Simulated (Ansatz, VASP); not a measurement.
# Two plane-wave programs on Rb

INCAR

```
PREC = Accurate
ENCUT = 520
EDIFF = 1E-6
ISMEAR = -1
SIGMA = 0.05
LREAL = False
LASPH = True
NELM = 60
ALGO = Normal
ISIF = 2
LWAVE = False
LCHARG = True
GGA = PS
LELF = True
LVHAR = True
NBANDS = 10
```

KPOINTS

```
regular mesh
0
Gamma
  7 7 7
```

The input POSCAR:

```
Rb
1.0
   -2.8210601435      2.8210601435      2.8210601435
    2.8210601435     -2.8210601435      2.8210601435
    2.8210601435      2.8210601435     -2.8210601435
Rb
1
Direct
    0.0000000000      0.0000000000      0.0000000000
```

The input input.yaml:

```yaml
crystal:
  lattice:
    - [-2.8210601435, 2.8210601435, 2.8210601435]
    - [2.8210601435, -2.8210601435, 2.8210601435]
    - [2.8210601435, 2.8210601435, -2.8210601435]
  atoms:
    - { symbol: Rb, position: [0.0, 0.0, 0.0] }
hamiltonian:
  xc: pbesol
  pseudopotentials: { kind: paw }
kpoints:
  mp_grid: { grid: [7, 7, 7] }
scf:
  occupations: { method: fermi_dirac, width: 0.05 }
output:
  forces: true
  stress: true
  eigenvalues: true
```

Alike in both runs: task single point; functional PBEsol; k mesh 7 × 7 × 7; occupations fermi-dirac, width 0.05 eV; no spin polarisation.

|  | VASP | Ansatz |
| --- | --- | --- |
| version | VASP 6.6.1 | Ansatz 0.2.0 |
| potentials or method | VASP PAW PBE potentials, release 64 (Rb_sv) | Ansatz PAW |
| plane-wave cutoff (eV) | 520 | 420 |
| valence electrons in the cell | 9 | 9 |

```csv
,VASP,Ansatz,Ansatz less VASP
gap on the k mesh at the Fermi level (eV),none,none,-
pressure (GPa),-0.1,-0.1,0.00
```

A gap of «none» marks a metal or a gap that the smearing closes.

Caveats: the PAW data sets were made with another functional, which shifts forces and pressure a little (VASP); the PAW data sets come from PBE, with cores solved anew for the run's functional, which leaves a small shift of forces and pressure (Ansatz).
